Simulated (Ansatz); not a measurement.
Crystal: TaS2.

```
CELL_PARAMETERS angstrom
3.35000 0.00000 0.00000
-1.67500 2.90119 0.00000
0.00000 0.00000 5.86000
ATOMIC_POSITIONS crystal
Ta 0.00000 0.00000 0.00000
S 0.66667 0.33333 0.75000
S 0.33333 0.66667 0.25000
```

Program: Ansatz 0.2.0. Alike in all runs: cell as given.

Question: Order these runs on this cell by their pressure, lowest first.
A. level r2SCANh; potentials or basis Ansatz PAW; spin SOC, no magnetisation; k mesh 6 × 6 × 3; cutoff (eV) 500; smearing methfessel-paxton 0.1 eV; mesh quality coarse
B. level revPBE0; potentials or basis SPMS NC; spin off; k mesh 5 × 5 × 3; cutoff (eV) 544; smearing fermi-dirac 0.1 eV; mesh quality coarse
C. level LDA; potentials or basis JTH PAW; spin off; k mesh 9 × 9 × 5; cutoff (eV) 1290; smearing cold 0.01 eV; mesh quality not flagged
D. level revPBE; potentials or basis Ansatz PAW; spin off; k mesh 9 × 9 × 5; cutoff (eV) 420; smearing gaussian 0.05 eV; mesh quality not flagged

Answer: C (1.5 GPa), A (6.9 GPa), B (9.0 GPa), D (11.2 GPa).

Caveats: some runs use coarse meshes; the PAW data sets come from PBE, with cores solved anew for the run's functional, which leaves a small shift of forces and pressure (some runs); the thresholds are loose for stress (some runs); this functional lacks dispersion, which binds the layers, so the pressure and a relaxed spacing across them are unreliable (some runs); the potentials were made for another functional, which shifts forces and pressure (some runs).

Runs at the PBE level aren't shown here.
